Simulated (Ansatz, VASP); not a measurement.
# One calculation of SiC, two programs

INCAR

```
SYSTEM = SiC
  ALGO = Normal
  EDIFF = 1E-7
  ENCUT = 520
  GGA = PE
  ISIF = 2
  ISMEAR = 0
  LASPH = .TRUE.
  LCHARG = .FALSE.
  LREAL = .FALSE.
  LWAVE = .FALSE.
  NBANDS = 26
  NELM = 80
  PREC = Accurate
  SIGMA = 0.05
```

KPOINTS

```
k-points
0
G
  10 10 3
  0 0 0
```

Contents of POSCAR:

```
SiC
1.0
   -3.0941201809      0.0000000000      0.0000000000
   -1.5470600905     -2.6795866790      0.0000000000
    0.0000000000      0.0000000000     10.1293391998
Si C
4 4
Direct
    0.6666666667      0.6666666667      0.9378441877
    0.3333333333      0.3333333333      0.4378441877
    1.0000000000      1.0000000000      0.6878995566
    1.0000000000      1.0000000000      0.1878995566
    0.6666666667      0.6666666667      0.7498074460
    0.3333333333      0.3333333333      0.2498074460
    0.0000000000      0.0000000000      0.5004478097
    0.0000000000      0.0000000000      0.0004478097
```

Input for Ansatz:

```yaml
crystal:
  lattice:
    - [-3.0941201809, 0.0, 0.0]
    - [-1.5470600905, -2.679586679, 0.0]
    - [0.0, 0.0, 10.1293391998]
  atoms:
    - { symbol: Si, position: [0.6666666667, 0.6666666667, 0.9378441877] }
    - { symbol: Si, position: [0.3333333333, 0.3333333333, 0.4378441877] }
    - { symbol: Si, position: [1.0, 1.0, 0.6878995566] }
    - { symbol: Si, position: [1.0, 1.0, 0.1878995566] }
    - { symbol: C, position: [0.6666666667, 0.6666666667, 0.749807446] }
    - { symbol: C, position: [0.3333333333, 0.3333333333, 0.249807446] }
    - { symbol: C, position: [0.0, 0.0, 0.5004478097] }
    - { symbol: C, position: [0.0, 0.0, 0.0004478097] }
basis:
  ecutwfc: 420
kpoints:
  mp_grid: { grid: [10, 10, 3] }
hamiltonian:
  xc: pbe
scf:
  occupations: { method: gaussian, width: 0.05 }
output:
  forces: true
  stress: true
  eigenvalues: true
  write_density: true
  write_potential: true
  elf: true
  volumetric_format: npy
```

The cell is a database's computed one.

Alike in both runs: task single point; functional PBE; k mesh 10 × 10 × 3; occupations gaussian, width 0.05 eV; no spin polarisation.

```csv
,VASP,Ansatz
version,VASP 6.6.1,Ansatz 0.2.0
potentials or method,"VASP PAW PBE potentials, release 64 (Si, C)","scalar-relativistic, plane waves, PAW"
plane-wave cutoff (eV),520,420
valence electrons in the cell,32,32
```

|  | VASP | Ansatz | Ansatz less VASP |
| --- | --- | --- | --- |
| gap on the k mesh at the Fermi level (eV) | 2.22 | 2.22 | +0.001 |
| least direct gap on the mesh (eV) | 3.34 | 3.34 | +0.002 |
| pressure (GPa) | 0.0 | 0.0 | +0.05 |

Caveats: an odd mesh through Γ misses points on the zone boundary, where band edges often lie. Expect the measured gap to be larger: semilocal functionals such as PBE lack the derivative discontinuity.
